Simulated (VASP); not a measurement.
# HgTe (Coloradoite) (F-43m) in VASP: further runs

One crystal, HgTe (Coloradoite), is run at these levels: PBE; tasks: relaxation of the atoms.

All numbers are computed with VASP 6.6.1; they aren't measurements. Logs are shortened: lines on timing, memory, paths and dates and some standing lists are left out, and cuts for length are marked.

## (1) The undisturbed crystal

It takes space group F-43m (No. 216, cubic). The conventional cell has a = 6.429 Å, b = 6.429 Å, c = 6.429 Å, α = 90.00°, β = 90.00°, γ = 90.00°. Hg (site symmetry -43m) has 4 Te at 2.78 Å as nearest neighbours. Te (site symmetry -43m) has 4 Hg at 2.78 Å as nearest neighbours.

## (2) Relaxation of the atoms, PBE (a relaxed cell with its volume scaled by 0.96)

File INCAR:

```
SYSTEM = HgTe
ALGO = Normal
EDIFF = 1E-7
EDIFFG = -0.01
ENCUT = 600
GGA = PE
IBRION = 2
ISIF = 2
ISMEAR = 0
LASPH = .True.
LCHARG = .False.
LREAL = .False.
LWAVE = .False.
NELM = 80
NSW = 40
PREC = Accurate
SIGMA = 0.03
```

File KPOINTS:

```
k-points
0
Gamma
  10 10 10
  0 0 0
```

File POSCAR:

```
HgTe                                    
1.0
    0.0000000000      3.2826261450      3.2826261450
    3.2826261450      0.0000000000      3.2826261450
    3.2826261450      3.2826261450     -0.0000000000
  Hg              Te            
     1     1
Direct
     1.0000000000000000    0.0000000000000000    1.0000000000000000
     0.2500000000000000    0.2500000000000000    0.2500000000000000
```

Potentials or basis: VASP PAW PBE potentials, release 64 (Hg, Te).

Launch:

```bash
$ cat potpaw_PBE.64/Hg/POTCAR potpaw_PBE.64/Te/POTCAR > POTCAR
$ mpirun -np 1 vasp_std > vasp.out
```

OUTCAR:

```text
SYSTEM = HgTe
   EDIFF = 1E-7
   EDIFFG = -0.01
   ENCUT = 600
   GGA = PE
   IBRION = 2
   ISIF = 2
   ISMEAR = 0
   LASPH = .True.
   LREAL = .False.
   NELM = 80
   NSW = 40
   PREC = Accurate

 ion  position               nearest neighbor table
   1  0.000  0.000  0.000-   2 2.84   2 2.84   2 2.84   2 2.84
   2  0.250  0.250  0.250-   1 2.84   1 2.84   1 2.84   1 2.84

  LATTYP: Found a face centered cubic cell.
 ALAT       =     6.5652522900

  Lattice vectors:

 A1 = (   0.0000000000,   3.2826261450,   3.2826261450)
 A2 = (   3.2826261450,   0.0000000000,   3.2826261450)
 A3 = (   3.2826261450,   3.2826261450,   0.0000000000)

Analysis of symmetry for initial positions (statically):
=====================================================================
 Subroutine PRICEL returns:
 Original cell was already a primitive cell.

 Routine SETGRP: Setting up the symmetry group for a
 face centered cubic supercell.

 Subroutine GETGRP returns: Found 24 space group operations
 (whereof 24 operations were pure point group operations)
 out of a pool of 48 trial point group operations.

The static configuration has the point symmetry T_d .

Analysis of symmetry for dynamics (positions and initial velocities):
=====================================================================
 Subroutine PRICEL returns:
 Original cell was already a primitive cell.

 Routine SETGRP: Setting up the symmetry group for a
 face centered cubic supercell.

 Subroutine GETGRP returns: Found 24 space group operations
 (whereof 24 operations were pure point group operations)
 out of a pool of 48 trial point group operations.

The dynamic configuration has the point symmetry T_d .

 Subroutine INISYM returns: Found 24 space group operations
 (whereof 24 operations are pure point group operations),
 and found     1 'primitive' translations

----------------------------------------------------------------------------------------

                                     Primitive cell

  volume of cell :      70.7448

  direct lattice vectors                    reciprocal lattice vectors
     0.000000000  3.282626145  3.282626145    -0.152317071  0.152317071  0.152317071
     3.282626145  0.000000000  3.282626145     0.152317071 -0.152317071  0.152317071
     3.282626145  3.282626145  0.000000000     0.152317071  0.152317071 -0.152317071

  length of vectors
     4.642334414  4.642334414  4.642334414     0.263820906  0.263820906  0.263820906

  position of ions in fractional coordinates (direct lattice)
     0.000000000  0.000000000  0.000000000
     0.250000000  0.250000000  0.250000000

  ion indices of the primitive-cell ions
   primitive index   ion index
                 1           1
                 2           2

----------------------------------------------------------------------------------------

 KPOINTS: k-points

Automatic generation of k-mesh.
 Grid dimensions read from file:
 generate k-points for:   10   10   10

 Generating k-lattice:

  Cartesian coordinates                     Fractional coordinates (reciprocal lattice)
    -0.015231707  0.015231707  0.015231707     0.100000000  0.000000000  0.000000000
     0.015231707 -0.015231707  0.015231707     0.000000000  0.100000000  0.000000000
     0.015231707  0.015231707 -0.015231707     0.000000000  0.000000000  0.100000000

  Length of vectors
     0.026382091  0.026382091  0.026382091

  Shift w.r.t. Gamma in fractional coordinates (k-lattice)
     0.000000000  0.000000000  0.000000000

 Subroutine IBZKPT returns following result:
 ===========================================

 Found     47 irreducible k-points:

 Following reciprocal coordinates:
            Coordinates               Weight
  0.000000  0.000000  0.000000      1.000000
  0.100000  0.000000  0.000000      8.000000
  0.200000  0.000000  0.000000      8.000000
  0.300000  0.000000  0.000000      8.000000
  0.400000  0.000000  0.000000      8.000000
  0.500000  0.000000  0.000000      4.000000
[... 16 lines left out ...]
  0.300000  0.300000  0.000000      6.000000
  0.400000  0.300000  0.000000     24.000000
 [... further k-points ...]
   k-points           NKPTS =     47   k-points in BZ     NKDIM =     47   number of bands    NBANDS=     13
   number of dos      NEDOS =    301   number of ions     NIONS =      2
   total plane-waves  NPLWV =  64000
   dimension x,y,z NGX =    40 NGY =   40 NGZ =   40
   dimension x,y,z NGXF=    80 NGYF=   80 NGZF=   80
   ions per type =               1   1
   NGX,Y,Z   is equivalent  to a cutoff of  14.32, 14.32, 14.32 a.u.
   NGXF,Y,Z  is equivalent  to a cutoff of  28.65, 28.65, 28.65 a.u.
 SYSTEM =  HgTe
   PREC   = accura    normal or accurate (medium, high low for compatibility)
   ISTART =      0    job   : 0-new  1-cont  2-samecut
   ICHARG =      2    charge: 1-file 2-atom 10-const
   ISPIN  =      1    spin polarized calculation?
   LNONCOLLINEAR =      F non collinear calculations
   LSORBIT =      F    spin-orbit coupling
   LASPH  =      T    aspherical Exc in radial PAW
   ENCUT  =  600.0 eV  44.10 Ry    6.64 a.u.   9.27  9.27  9.27*2*pi/ulx,y,z
   NELM   =     80;   NELMIN=  2; NELMDL= -5     # of ELM steps
   EDIFF  = 0.1E-06   stopping-criterion for ELM
   LREAL  =      F    real-space projection
   EDIFFG = -.1E-01   stopping-criterion for IOM
   NSW    =     40    number of steps for IOM
   IBRION =      2    ionic relax: 0-MD 1-quasi-New 2-CG
   NFREE  =      1    steps in history (QN), initial steepest desc. (CG)
   ISIF   =      2    stress and relaxation
   ISYM   =      2    0-nonsym 1-usesym 2-fastsym
   POTIM  = 0.5000    time-step for ionic-motion
   TEBEG  =    0.0;   TEEND  =   0.0 temperature during run
   PSTRESS=    0.0 pullay stress
   NELECT =      18.0000    total number of electrons
   NUPDOWN=      -1.0000    fix difference up-down
   EMIN   =  10.00;   EMAX   =-10.00  energy-range for DOS
   EFERMI =   0.00;   METHOD = LEGACY
   ISMEAR =     0;   SIGMA  =   0.03  broadening in eV -4-tet -1-fermi 0-gaus
   EFERMI_NEDOS =   21; number of points for ismear=-14 and -15
   IALGO  =     38    algorithm
   IMIX   =      4    mixing-type and parameters
     AMIX     =   0.40;   BMIX     =  1.00
     AMIX_MAG =   1.60;   BMIX_MAG =  1.00
  volume/ion in A,a.u.               =      35.37       238.70
  Fermi-wavevector in a.u.,A,eV,Ry     =   1.037371  1.960348 14.641764  1.076139
  Thomas-Fermi vector in A             =   2.171806
   LORBIT       =      0    0 simple, 1 ext, 2 COOP (PROOUT), +10 PAW based schemes
   GGA     = PE    functional components
   LHFCALC =     F    Hartree Fock is set to
   AEXX    =    0.0000 exact exchange contribution
   IVDW    =     0    specifies the selected vdW correction
   LEPSILON=     F    determine dielectric tensor
   LRPA    =     F    only Hartree local field effects (RPA)
 conjugate gradient relaxation of ions
 non-spin polarized calculation
 Gauss-broadening in eV      SIGMA  =   0.03
  energy-cutoff  :      600.00
  volume of cell :       70.74
 maximum number of plane-waves:      2397
 NGX is ok and might be reduce to    40
   NGX = 19   NGY = 19   NGZ = 19

 number of electron      17.9999998 magnetization

 Free energy of the ion-electron system (eV)
  ---------------------------------------------------
  ext. energy  EPLUGINS =         0.00000000
  ---------------------------------------------------
  free energy    TOTEN  =        -3.63765412 eV

  energy without entropy =       -3.63760784  energy(sigma->0) =       -3.63763098

 E-fermi :   2.6236     XC(G=0):  -8.5317

 val. band max:        2.6144800300   @ k =   0.0000   0.0000   0.0000
 cond. band min:       3.1000401138   @ k =   0.1000   0.0000   0.0000
 fundamental gap:      0.4855600838
 Fermi energy:         2.6236171354

 k-point     1 :       0.0000    0.0000    0.0000
  band No.  band energies     occupation
      1      -9.0484      2.00000
      2      -4.4772      2.00000
      3      -4.4772      2.00000
      4      -4.4772      2.00000
      5      -4.0021      2.00000
      6      -4.0021      2.00000
      7       1.7786      2.00000
      8       2.6145      1.33333
      9       2.6145      1.33333
     10       2.6145      1.33333
     11       6.9267      0.00000
     12       6.9267      0.00000
     13       6.9267      0.00000

 k-point     2 :       0.1000    0.0000    0.0000
  band No.  band energies     occupation
      1      -9.0031      2.00000
      2      -4.4645      2.00000
      3      -4.4645      2.00000
      4      -4.4589      2.00000
      5      -4.0034      2.00000
      6      -4.0034      2.00000
      7       1.0376      2.00000
      8       2.5104      2.00000
      9       2.5104      2.00000
     10       3.1000      0.00000
     11       6.8235      0.00000
     12       7.0708      0.00000
     13       7.0708      0.00000

 k-point     3 :       0.2000    0.0000    0.0000
  band No.  band energies     occupation
      1      -8.8808      2.00000
      2      -4.4329      2.00000
      3      -4.4329      2.00000
      4      -4.3882      2.00000
      5      -4.0043      2.00000
      6      -4.0043      2.00000
      7      -0.0850      2.00000
      8       2.2624      2.00000
      9       2.2624      2.00000
     10       3.4346      0.00000
     11       7.1117      0.00000
     12       7.3822      0.00000
     13       7.3822      0.00000
[... 305 lines left out ...]
 k-point    23 :       0.3000    0.3000    0.0000
  band No.  band energies     occupation
      1      -8.6097      2.00000
      2      -4.3548      2.00000
      3      -4.2917      2.00000
      4      -4.2917      2.00000
      5      -3.9977      2.00000
      6      -3.9657      2.00000
      7      -1.2090      2.00000
      8       1.1261      2.00000
      9       1.1261      2.00000
     10       4.5797      0.00000
     11       5.5898      0.00000
     12       9.3581      0.00000
     13       9.3592      0.00000

 k-point    24 :       0.4000    0.3000    0.0000
  band No.  band energies     occupation
      1      -8.5013      2.00000
      2      -4.3235      2.00000
      3      -4.2530      2.00000
      4      -4.2212      2.00000
      5      -3.9605      2.00000
      6      -3.9067      2.00000
      7      -1.7628      2.00000
      8       0.7536      2.00000
      9       0.9270      2.00000
     10       4.6861      0.00000
     11       5.6981      0.00000
     12       9.0549      0.00000
     13       9.7360      0.00000

 [... further k-points ...]

------------------------ aborting loop because EDIFF is reached ----------------------------------------

  FORCE on cell =-STRESS in cart. coord.  units (eV):
  Direction    XX          YY          ZZ          XY          YZ          ZX
  --------------------------------------------------------------------------------------
  -------------------------------------------------------------------------------------
  Total        0.6813901      0.6813901      0.6813901     -0.0000000      0.0000000      0.0000000
  in kB       15.4316417     15.4316417     15.4316417     -0.0000000      0.0000000      0.0000000
  external PRESSURE =      15.4316417 kB  Pullay stress =       0.0000000 kB

 VOLUME and BASIS-vectors are now :
 -----------------------------------------------------------------------------
  energy-cutoff  :      600.00
  volume of cell :       70.74
      direct lattice vectors                 reciprocal lattice vectors
     0.000000000  3.282626145  3.282626145    -0.152317071  0.152317071  0.152317071
     3.282626145  0.000000000  3.282626145     0.152317071 -0.152317071  0.152317071
     3.282626145  3.282626145  0.000000000     0.152317071  0.152317071 -0.152317071

 POSITION                                       TOTAL-FORCE (eV/Angst)
 -----------------------------------------------------------------------------------
      0.00000      0.00000      0.00000        -0.000000     -0.000000     -0.000000
      1.64131      1.64131      1.64131         0.000000      0.000000      0.000000
 -----------------------------------------------------------------------------------
    total drift:                               -0.000000     -0.000000     -0.000000

  FREE ENERGIE OF THE ION-ELECTRON SYSTEM (eV)
  ---------------------------------------------------
  free  energy   TOTEN  =        -3.6376541203 eV

  energy  without entropy=       -3.6376078414  energy(sigma->0) =       -3.63763098

 reached required accuracy - stopping structural energy minimisation
```

It took 47 s on 1 thread of Intel Xeon Platinum 8259CL at 2.50GHz (Skylake/Cascade Lake), shared host; peak memory 0.27 GiB.

What came out:

```yaml
Free_energy: -3.6377 eV
Pressure_after_relaxing: 1.5 GPa
Band_gap_on_the_k_mesh: none (metal or under the smearing width)
```

Final structure:
```
Hg Te
1.0
     0.00000    3.28263    3.28263
     3.28263    0.00000    3.28263
     3.28263    3.28263    0.00000
Hg Te
1 1
Direct
  0.00000 0.00000 0.00000
  0.25000 0.25000 0.25000
```

Levels at points of the mesh, in eV from the Fermi level:
| k point | band 6 | band 7 | band 8 | band 9 | band 10 | band 11 | band 12 | band 13 |
| --- | --- | --- | --- | --- | --- | --- | --- | --- |
| (0.00, 0.00, 0.00) | -6.63 | -0.85 | -0.01 | -0.01 | -0.01 | 4.30 | 4.30 | 4.30 |
| (0.50, 0.00, 0.00) | -6.35 | -5.20 | -0.91 | -0.91 | 0.70 | 5.07 | 5.07 | 6.84 |
| (0.50, 0.50, 0.00) | -6.22 | -5.19 | -2.09 | -2.09 | 1.90 | 2.60 | 8.04 | 8.66 |

Caveat: the relaxation stopped at its first step, so nothing moved. Spin-orbit coupling is left out, which matters for the levels of Hg, Te.

## (3) Relaxation of the atoms, PBE (a relaxed cell with its volume scaled by 0.98)

INCAR is that of step 2.

KPOINTS is that of step 2.

File POSCAR:

```
HgTe                                    
1.0
    0.0000000000      3.3052656614      3.3052656614
    3.3052656614      0.0000000000      3.3052656614
    3.3052656614      3.3052656614     -0.0000000000
  Hg              Te            
     1     1
Direct
     1.0000000000000000    0.0000000000000000    1.0000000000000000
     0.2500000000000000    0.2500000000000000    0.2500000000000000
```

Potentials or basis: VASP PAW PBE potentials, release 64 (Hg, Te).

Launch:

```bash
$ cat potpaw_PBE.64/Hg/POTCAR potpaw_PBE.64/Te/POTCAR > POTCAR
$ mpirun -np 1 vasp_std > vasp.out
```

OUTCAR:

```text
SYSTEM = HgTe
   EDIFF = 1E-7
   EDIFFG = -0.01
   ENCUT = 600
   GGA = PE
   IBRION = 2
   ISIF = 2
   ISMEAR = 0
   LASPH = .True.
   LREAL = .False.
   NELM = 80
   NSW = 40
   PREC = Accurate

 ion  position               nearest neighbor table
   1  0.000  0.000  0.000-   2 2.86   2 2.86   2 2.86   2 2.86
   2  0.250  0.250  0.250-   1 2.86   1 2.86   1 2.86   1 2.86

  LATTYP: Found a face centered cubic cell.
 ALAT       =     6.6105313228
[... 578 lines left out ...]

  FORCE on cell =-STRESS in cart. coord.  units (eV):
  Direction    XX          YY          ZZ          XY          YZ          ZX
  --------------------------------------------------------------------------------------
  -------------------------------------------------------------------------------------
  Total        0.3251126      0.3251126      0.3251126      0.0000000      0.0000000     -0.0000000
  in kB        7.2126572      7.2126572      7.2126572      0.0000000      0.0000000     -0.0000000
  external PRESSURE =       7.2126572 kB  Pullay stress =       0.0000000 kB

 VOLUME and BASIS-vectors are now :
 -----------------------------------------------------------------------------
  energy-cutoff  :      600.00
  volume of cell :       72.22
      direct lattice vectors                 reciprocal lattice vectors
     0.000000000  3.305265661  3.305265661    -0.151273771  0.151273771  0.151273771
     3.305265661  0.000000000  3.305265661     0.151273771 -0.151273771  0.151273771
     3.305265661  3.305265661  0.000000000     0.151273771  0.151273771 -0.151273771

 POSITION                                       TOTAL-FORCE (eV/Angst)
 -----------------------------------------------------------------------------------
      0.00000      0.00000      0.00000         0.000000     -0.000000     -0.000000
      1.65263      1.65263      1.65263        -0.000000      0.000000      0.000000
 -----------------------------------------------------------------------------------
    total drift:                               -0.000000     -0.000000     -0.000000

  FREE ENERGIE OF THE ION-ELECTRON SYSTEM (eV)
  ---------------------------------------------------
  free  energy   TOTEN  =        -3.6481364310 eV

  energy  without entropy=       -3.6480901517  energy(sigma->0) =       -3.64811329

 reached required accuracy - stopping structural energy minimisation
```

OSZICAR:

```text
N       E                     dE             d eps       ncg     rms          rms(c)
DAV:   1     0.115335598211E+03    0.11534E+03   -0.86380E+03  1230   0.133E+03
DAV:   2     0.102310731061E+01   -0.11431E+03   -0.10839E+03  1332   0.276E+02
DAV:   3    -0.380201104968E+01   -0.48251E+01   -0.48051E+01  1472   0.590E+01
DAV:   4    -0.385078089017E+01   -0.48770E-01   -0.48752E-01  1712   0.548E+00
DAV:   5    -0.385101843263E+01   -0.23754E-03   -0.23754E-03  1480   0.324E-01    0.659E+00
DAV:   6    -0.365425328906E+01    0.19677E+00   -0.48578E-01  1412   0.991E+00    0.538E+00
DAV:   7    -0.364862979619E+01    0.56235E-02   -0.10005E-01  1362   0.245E+00    0.209E+00
DAV:   8    -0.364806180317E+01    0.56799E-03   -0.95519E-03  1272   0.131E+00    0.559E-01
DAV:   9    -0.364809085903E+01   -0.29056E-04   -0.82554E-04  1462   0.355E-01    0.110E-01
DAV:  10    -0.364812248623E+01   -0.31627E-04   -0.95291E-05  1338   0.993E-02    0.518E-02
DAV:  11    -0.364813737986E+01   -0.14894E-04   -0.31935E-05  1322   0.459E-02    0.237E-02
DAV:  12    -0.364813644452E+01    0.93533E-06   -0.41793E-06  1442   0.164E-02    0.147E-02
DAV:  13    -0.364813643096E+01    0.13567E-07   -0.28852E-07  1362   0.432E-03
   1 F= -.36481364E+01 E0= -.36481133E+01  d E =-.364814E+01
```

CONTCAR:

```text
HgTe
   1.00000000000000
     0.0000000000000000    3.3052656614000000    3.3052656614000000
     3.3052656614000000    0.0000000000000000    3.3052656614000000
     3.3052656614000000    3.3052656614000000    0.0000000000000000
  Hg              Te
     1     1
Direct
     0.0000000000000000    0.0000000000000000    0.0000000000000000
     0.2500000000000000    0.2500000000000000    0.2500000000000000

  0.00000000E+00  0.00000000E+00  0.00000000E+00
  0.00000000E+00  0.00000000E+00  0.00000000E+00
```

It took 46 s on 1 thread of Intel Xeon Platinum 8259CL at 2.50GHz (Skylake/Cascade Lake), shared host; peak memory 0.27 GiB.

What came out:

- Free energy: -3.6481 eV
- Pressure after relaxing: 0.7 GPa
- Band gap on the k mesh: none (metal or under the smearing width)

Final structure:
```
Hg Te
1.0
     0.00000    3.30527    3.30527
     3.30527    0.00000    3.30527
     3.30527    3.30527    0.00000
Hg Te
1 1
Direct
  0.00000 0.00000 0.00000
  0.25000 0.25000 0.25000
```

Levels at points of the mesh, in eV from the Fermi level:
| k point | band 7 | band 8 | band 9 | band 10 | band 11 | band 12 |
| --- | --- | --- | --- | --- | --- | --- |
| (0.00, 0.00, 0.00) | -0.89 | -0.01 | -0.01 | -0.01 | 4.34 | 4.34 |
| (0.50, 0.00, 0.00) | -5.07 | -0.87 | -0.87 | 0.69 | 5.09 | 5.09 |
| (0.50, 0.50, 0.00) | -5.08 | -2.01 | -2.01 | 1.90 | 2.65 | 7.97 |

Caveat: the relaxation stopped at its first step, so nothing moved. The run has no spin-orbit coupling, so splittings on Hg, Te are missing.
